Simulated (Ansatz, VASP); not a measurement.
Cs: VASP beside Ansatz

File INCAR:

```
ALGO = Normal
EDIFF = 1E-7
ENCUT = 520
GGA = PE
ISIF = 2
ISMEAR = -1
LASPH = True
LCHARG = False
LREAL = False
LWAVE = False
NBANDS = 10
NELM = 100
PREC = Accurate
SIGMA = 0.05
```

File KPOINTS:

```
k-points
0
Gamma
  6 6 6
```

File POSCAR:

```
Cs
1.0
   -3.0861833234      3.0861833234      3.0861833234
    3.0861833234     -3.0861833234      3.0861833234
    3.0861833234      3.0861833234     -3.0861833234
Cs
1
Direct
    0.0000000000      0.0000000000      0.0000000000
```

File input.yaml:

```yaml
crystal:
  lattice:
    - [-3.0861833234, 3.0861833234, 3.0861833234]
    - [3.0861833234, -3.0861833234, 3.0861833234]
    - [3.0861833234, 3.0861833234, -3.0861833234]
  atoms:
    - { symbol: Cs, position: [0.0, 0.0, 0.0] }
hamiltonian:
  xc: pbe
  pseudopotentials: { kind: paw }
kpoints:
  mp_grid: { grid: [6, 6, 6] }
scf:
  occupations: { method: fermi_dirac, width: 0.05 }
output:
  forces: true
  stress: true
  eigenvalues: true
```

Change from the starting cell: volume scaled by 0.96.

Alike in both runs: task single point; functional PBE; k mesh 6 × 6 × 6; occupations fermi-dirac, width 0.05 eV; no spin polarisation.

```csv
,VASP,Ansatz
version,VASP 6.6.1,Ansatz 0.2.0
potentials or method,"VASP PAW PBE potentials, release 64 (Cs_sv)",Ansatz PAW
plane-wave cutoff (eV),520,420
valence electrons in the cell,9,9
```

|  | VASP | Ansatz | Ansatz less VASP |
| --- | --- | --- | --- |
| gap on the k mesh at the Fermi level (eV) | none | none | - |
| pressure (GPa) | 0.0 | 0.0 | +0.01 |

A gap of «none» marks a metal or a gap that the smearing closes. The functional is the same, so the differences come from potentials, cutoffs and numerics.

The runs have no spin-orbit coupling, so splittings on Cs are missing.
